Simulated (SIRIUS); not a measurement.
## MnO: band structure with EV93PW91

Crystal: MnO.

```
Mn O
1.0
     0.00000    2.22391    2.22391
     2.22391    0.00000    2.22391
     2.22391    2.22391    0.00000
Mn O
1 1
Direct
  0.00000 0.00000 0.00000
  0.50000 0.50000 0.50000
```

The cell is a database's computed one.

| Quantity | Value |
| --- | --- |
| Program | SIRIUS 7.12.0 |
| Task | band structure |
| Functional | EV93PW91 |
| Potentials or basis | all-electron FP-LAPW (ZORA valence) |
| Cutoff | 276 eV |
| Basis | apw+lo standard |
| k mesh | 10 × 10 × 10 |
| Occupations | fermi-dirac, width 0.1 eV |
| Spin | spin-orbit coupling, no magnetisation |
| Muffin tin radii | Mn 2.4, O 1.6 bohr |
| Basis cutoff (gk_cutoff) | 4.5 1/bohr |
| Cutoff of density and potential (pw_cutoff) | 23 1/bohr |
| lmax of the basis | 12 |
| lmax of density and potential | 8 |
| Valence relativity | zora |
| Core states | Mn 1s2s2p, O 1s |
| Local orbitals (radial functions) | Mn 13, O 10 |
| Reference energy of the basis | 0.25 Ha |
| Coordinate units | A |
| Smallest sphere radius times basis cutoff | 7.2 |
| Start of the SCF | LDA density |

| Property | Result |
| --- | --- |
| Band gap along the path | none (metal or under the smearing width) |
| All electrons inside the program's atomic spheres | Mn 23.63; O 7.12 (radii Mn 2.4, O 1.6 bohr) |

Levels at the corners of the path, in eV from the Fermi level:
```csv
point,band 20,band 21,band 22,band 23,band 24,band 25
Γ,-1.13,-1.13,-1.13,-0.30,-0.30,-0.30
X,0.08,0.13,0.13,0.18,0.18,0.39
W,-0.56,0.11,0.11,0.35,0.35,1.15
K,-0.05,0.03,0.04,0.57,0.57,1.05
Γ,-1.13,-1.13,-1.13,-0.30,-0.30,-0.30
L,-0.18,-0.02,-0.02,1.89,1.89,1.90
U,-0.05,0.03,0.03,0.57,0.57,1.05
W,-0.56,0.11,0.11,0.35,0.35,1.15
L,-0.18,-0.02,-0.02,1.89,1.89,1.90
K,-0.05,0.03,0.04,0.57,0.57,1.05
```

Run time: 3.5 min on 1 thread of Arm Neoverse V1, on a shared host, peak memory 1.3 GiB.

Caveat: spin-orbit coupling enters by second variation, whose total energy isn't converged in the number of states and isn't listed, and the forces lack its term; the run has no spin polarisation, though such a crystal can be magnetic; semilocal functionals often make such compounds metallic where correlation or magnetic order opens a gap, which also shifts bond lengths. Spin polarisation is off, so any magnetic state and its effect on volume and gap are missing.
